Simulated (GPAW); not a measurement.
# Ga (C2/c) in GPAW: reference runs

Aim: a first look at Ga with PBE, on the cell as given and on a disturbed one.

Everything below comes from runs of GPAW 26.7.0. Logs are shortened: lines on timing, memory, paths and dates and some standing lists are left out, and cuts for length are marked. The log counts tension as positive stress, the text compression.

## Step 1: Starting point

Symmetry: C2/c, No. 15, monoclinic system. Conventional cell: a = 2.766 Å, b = 8.053 Å, c = 3.332 Å, α = 90.00°, β = 92.02°, γ = 90.00°. Ga (site symmetry 2) is surrounded by 8 Ga at 2.69 to 2.92 Å.

This isn't the form of Ga at room conditions, which is orthorhombic.

## Step 2: Single point, PBE

Input file run.py:

```python
from ase import Atoms
from ase.dft.bandgap import bandgap
from ase.io import write
from ase.units import Bohr, GPa
from gpaw import GPAW, PW
from gpaw.elf import elf_from_dft_calculation

atoms = Atoms(['Ga', 'Ga'],
              cell=[[1.383, -4.0265, 0.0],
                    [1.383, 4.0265, 0.0],
                    [-0.1174474948, 0.0, 3.3299294416]],
              scaled_positions=[[0.131, 0.869, 0.75],
                                [0.869, 0.131, 0.25]],
              pbc=True)

calc = GPAW(mode=PW(600),
            xc='PBE',
            kpts={'size': (10, 10, 8), 'gamma': True},
            occupations={'name': 'fermi-dirac', 'width': 0.05},
            nbands=10,
            convergence={'density': 1e-05, 'energy': 1e-05},
            maxiter=150,
            txt='gpaw.txt')
atoms.calc = calc
energy = atoms.get_potential_energy()
forces = atoms.get_forces()
stress = atoms.get_stress()
calc.write('gs.gpw')
write('result.traj', atoms)
print(f'Energy: {energy:.6f} eV')
print('Forces (eV/A):')
print(forces.round(4))
print('Stress (GPa):', (stress / GPa).round(3))
print('Fermi level:', round(calc.get_fermi_level(), 4), 'eV')
print(f'Gap: {bandgap(calc)[0]:.4f} eV, direct: {bandgap(calc, direct=True)[0]:.4f} eV')

# fields on the real-space grid
write('density.cube', atoms, data=calc.get_pseudo_density() * Bohr**3)
write('potential.cube', atoms, data=calc.get_electrostatic_potential())
write('elf.cube', atoms, data=elf_from_dft_calculation(calc).data)
```

Potentials or basis: GPAW PAW data sets (gpaw-data 1.2.1), pw.

Launch:

```
$ OMP_NUM_THREADS=1 python run.py
```

gpaw.txt:

```text
__  _  _
 | _ |_)|_||  |
 |__||  | ||/\| - 26.7.0

Input parameters:
  mode=PW(ecut=600.0),
  convergence={'density': 1e-05, 'energy': 1e-05},
  kpts=MonkhorstPack(size=(10, 10, 8), gamma=True),
  maxiter=150,
  nbands=10,
  occupations=Occupations(name='fermi-dirac', width=0.05),
  xc=XC(name='PBE')

Diagonalizing LCAO Hamiltonian
Converting LCAO to pw mode

           Ga

       Ga

Atoms  # Å, Bohr magnetons
|   | symbol |        x |         y |        z |    initial magnetic moments |
|---|--------|----------|-----------|----------|-----------------------------|
| 0 |     Ga | 1.294914 |  2.971557 | 2.497447 | ( 0.0000,  0.0000,  0.0000) |
| 1 |     Ga | 1.353638 | -2.971557 | 0.832482 | ( 0.0000,  0.0000,  0.0000) |

Unit cell  # Å
| periodic |         x |         y |        z |  lengths |     angles |
|----------|-----------|-----------|----------|----------|------------|
|      yes |  1.383000 | -4.026500 | 0.000000 | 4.257393 |  90.656069 |
|      yes |  1.383000 |  4.026500 | 0.000000 | 4.257393 |  90.656069 |
|      yes | -0.117447 |  0.000000 | 3.329929 | 3.332000 | 142.087422 |

Number of symmetries: 2
Symmetry operations  # r_c * U_cc + t_c -> r_c
|   | kind |            matrix            |
|---|------|------------------------------|
| 0 |  E   |  1, 0, 0,  0, 1, 0,  0, 0, 1 |
| 1 |  i   | -1, 0, 0,  0,-1, 0,  0, 0,-1 |

BZ-sampling:
  Number of BZ points: 800
  Number of IBZ points: 404

  Monkhorst-Pack size: [10, 10, 8]
  Monkhorst-Pack shift: [0.05, 0.05, 0.0625]

K-points  # in reciprocal-cell coordinates
|     |                                coordinates |     weight |
|-----|--------------------------------------------|------------|
|   0 | (  0.00000000,   0.00000000,   0.00000000) | 0.00125000 |
|   1 | (  0.00000000,   0.00000000,   0.12500000) | 0.00250000 |
|   2 | (  0.00000000,   0.00000000,   0.25000000) | 0.00250000 |
|   3 | (  0.00000000,   0.00000000,   0.37500000) | 0.00250000 |
|   4 | (  0.00000000,   0.00000000,   0.50000000) | 0.00125000 |
|   5 | (  0.00000000,   0.10000000,  -0.37500000) | 0.00250000 |
|   6 | (  0.00000000,   0.10000000,  -0.25000000) | 0.00250000 |
|   7 | (  0.00000000,   0.10000000,  -0.12500000) | 0.00250000 |
|   8 | (  0.00000000,   0.10000000,   0.00000000) | 0.00250000 |
|   9 | (  0.00000000,   0.10000000,   0.12500000) | 0.00250000 |
| ... |                                            |            |
| 403 | (  0.50000000,   0.50000000,   0.50000000) | 0.00125000 |

Plane wave coefficients: 1265
Cutoff: 600.0 eV

Spin-components: 1 (collinear spins)
Bands:           10
Projectors:      10
Spin-degeneracy: 2
Datatype:        complex128

Parallelization:
  kpt:    1
  domain: 1
  band:   1

Density:
  Valence electrons: 6.0
  Components: 1
  Grid points: [25 25 20]
  Charge: 0.0  # |e|

Potential:
  Grid points: [25 25 20]

species:
  Ga:
    name:    Gallium
    Z:       31.0
    valence: 3
    core:    28
    charge:  0.0  # [|e|]
    compensation charges:
      type: gauss
      rc: 0.37  # [Å]
      lmax: 2
    cutoffs:
      filter: 2.06  # [Å]
      core: 4.17  # [Å]
    projectors
    | kind |    occ | energy [eV] | rcut [Å] |
    |------|--------|-------------|----------|
    |   4s |  2.000 |      -8.945 |    1.164 |
    |   4p |  1.000 |      -2.580 |    1.164 |
    |    s |        |      18.266 |    1.164 |
    |    p |        |      24.631 |    1.164 |
    |    d |        |       0.000 |    1.164 |

    Using partial waves for Ga as LCAO basis

Reference energy: -105769.343058  # eV

eigensolver:
  PPCG
  Converge bands: occupied
  niter=2

density mixing:
  MSR1-Mixer
  Pratt-step length: 0.05
  Maximum mixing coefficient: 0.75
  Old densities: 10
  SVD Regularization: 0.005
  Good broyden scale: 1.0
  Trust region scale: 1.0
  Backstep threshold: 4.0
  History deletion threshold: 6.0
  Fourier metric: weight=20.0, sigma=0.015

occupation numbers:
  Fermi-Dirac:
    width: 0.0500  # eV

poisson solver:
  ecut: 4800.0  # eV

xc functional:
  name: PBE with 2 nearest neighbor stencil

convergence criteria:
- Maximum integral of absolute [dens]ity change: 1e-05 electrons / valence electron
- Maximum [total energy] change in last 3 cyles: 1e-05 eV / valence electron
- Maximum integral of absolute [eigenst]ate change: 4e-08 eV^2 / valence electron
maximum number of iterations: 150

SCF iterations
|iter     | |      energy | eigst |  dens |
|---------|-|-------------|-------|-------|
|iter:   1| |   -5.797456 | -0.92 |       |
|iter:   2| |   -5.796639 | -3.26 | -1.05 |
|iter:   3| |   -5.786924 | -3.55 | -1.07 |
|iter:   4| |   -5.786596 | -4.31 | -1.59 |
|iter:   5| |   -5.786615 | -5.71 | -2.64 |
|iter:   6| |   -5.786617c| -6.65 | -3.13 |
|iter:   7| |   -5.786617c| -7.72c| -4.10 |
|iter:   8| |   -5.786617c| -8.18c| -4.57 |
|iter:   9| |   -5.786617c| -9.66c| -5.92c|

Converged in 9 steps
Energy contributions relative to reference atoms: (reference = -105769.343058)

Energy contributions:
  Kinetic:          19.216743
  Coulomb:         -15.324028
  Zero:              0.023136
  External:          0.000000
  Xc:               -9.699663
  Entropy:          -0.005609
  Spinorbit:         0.000000
  ----------------------------
  Free energy:      -5.789421
  Extrapolated:     -5.786617

dipole moment: (-0.000039, -0.000000, -0.000049)  # |e|*Ang

Fermi level: 6.318
Eigenvalues  # (at kpt = [0.000, 0.000, 0.000])
| band index |      eig [eV] | occ [0-2] |
|------------|---------------|-----------|
|          0 |        -4.897 |     2.000 |
|          1 |         4.235 |     2.000 |
|          2 |         4.694 |     2.000 |
|          3 |         7.978 |     0.000 |
|          4 |        11.754 |     0.000 |
|          5 |        16.040 |     0.000 |
|          6 |        16.568 |     0.000 |
|          7 |        16.755 |     0.000 |
|          8 |        17.093 |     0.000 |
|          9 |        19.096 |     0.000 |

No gap
No difference between direct/indirect transitions

Forces  # eV/Ang
|        x |        y |        z |
|----------|----------|----------|
| -0.00000 | -0.21582 | -0.00000 |  # Ga   0
|  0.00000 |  0.21582 |  0.00000 |  # Ga   1

Stress tensor  # eV/Ang^3
|         x |         y |         z |
|-----------|-----------|-----------|
| -0.017717 |  0.000000 | -0.002861 |
|  0.000000 | -0.014627 |  0.000000 |
| -0.002861 |  0.000000 | -0.005701 |

# Writing to gs.gpw (mode='')
```

Wall time 74 s (1 thread of Intel Xeon Platinum 8375C at 2.90GHz (Ice Lake), shared host); peak memory 0.31 GiB.

What came out:

```yaml
Free_energy: -5.7894 eV
Pressure: 2.0 GPa
Largest_force: 0.216 eV/Å
Band_gap_on_the_k_mesh: none (metal or under the smearing width)
```

Forces on the atoms (eV/Å):
```
Ga   0.000 -0.216  0.000
Ga   0.000  0.216  0.000
```

Stress tensor (GPa, compression positive):
```
2.84 0.00 0.46
0.00 2.34 0.00
0.46 0.00 0.91
```

Caveat: the program warned that so skewed a cell can give wrong results.

## Step 3: Single point, PBE (atoms moved at random, drawn with an rms of 0.05 Å)

run.py: that of step 2 with these lines changed.

```diff
@@ -3,5 +3,4 @@
 from ase.io import write
-from ase.units import Bohr, GPa
+from ase.units import GPa
 from gpaw import GPAW, PW
-from gpaw.elf import elf_from_dft_calculation
 
@@ -11,4 +10,4 @@
                     [-0.1174474948, 0.0, 3.3299294416]],
-              scaled_positions=[[0.131, 0.869, 0.75],
-                                [0.869, 0.131, 0.25]],
+              scaled_positions=[[0.116991, 0.856835, 0.748342],
+                                [0.866666, 0.132424, 0.236628]],
               pbc=True)
@@ -35,6 +34 @@
 print(f'Gap: {bandgap(calc)[0]:.4f} eV, direct: {bandgap(calc, direct=True)[0]:.4f} eV')
-
-# fields on the real-space grid
-write('density.cube', atoms, data=calc.get_pseudo_density() * Bohr**3)
-write('potential.cube', atoms, data=calc.get_electrostatic_potential())
-write('elf.cube', atoms, data=elf_from_dft_calculation(calc).data)
```

Potentials or basis: GPAW PAW data sets (gpaw-data 1.2.1), pw.

Launch:

```
$ OMP_NUM_THREADS=1 python run.py
```

It took 91 s on 1 thread of Intel Xeon Platinum 8375C at 2.90GHz (Ice Lake), shared host; peak memory 0.31 GiB.

It converged, with:

```
Free energy            : -5.7892 eV
Pressure               : 2.1 GPa
Largest force          : 0.196 eV/Å
Band gap on the k mesh : none (metal or under the smearing width)
```

Forces on the atoms (eV/Å):
```
Ga   0.006 -0.178 -0.083
Ga  -0.006  0.178  0.083
```

Stress tensor (GPa, compression positive):
```
2.96 0.02 0.47
0.02 2.32 0.13
0.47 0.13 0.87
```

Levels at points of the mesh, in eV from the Fermi level:
```csv
k point,band 1,band 2,band 3,band 4,band 5,band 6
"(0.00, 0.00, 0.00)",-11.22,-2.08,-1.62,1.66,5.42,9.70
"(0.00, 0.00, 0.50)",-7.90,-7.70,1.57,1.82,2.45,2.51
"(0.00, 0.50, 0.00)",-6.09,-5.08,-1.32,0.01,5.94,6.67
"(0.00, 0.50, 0.50)",-2.90,-2.76,-1.63,-1.60,1.68,2.35
"(0.50, 0.00, 0.00)",-6.14,-5.00,-1.37,0.03,5.74,6.64
"(0.50, 0.00, 0.50)",-2.95,-2.79,-1.72,-1.41,1.87,2.29
"(0.50, 0.50, 0.00)",-9.14,-8.57,3.99,4.62,5.86,6.09
"(0.50, 0.50, 0.50)",-6.14,-6.07,-4.42,-4.35,10.70,11.01
```

Caveat: the program warned that so skewed a cell can give wrong results.
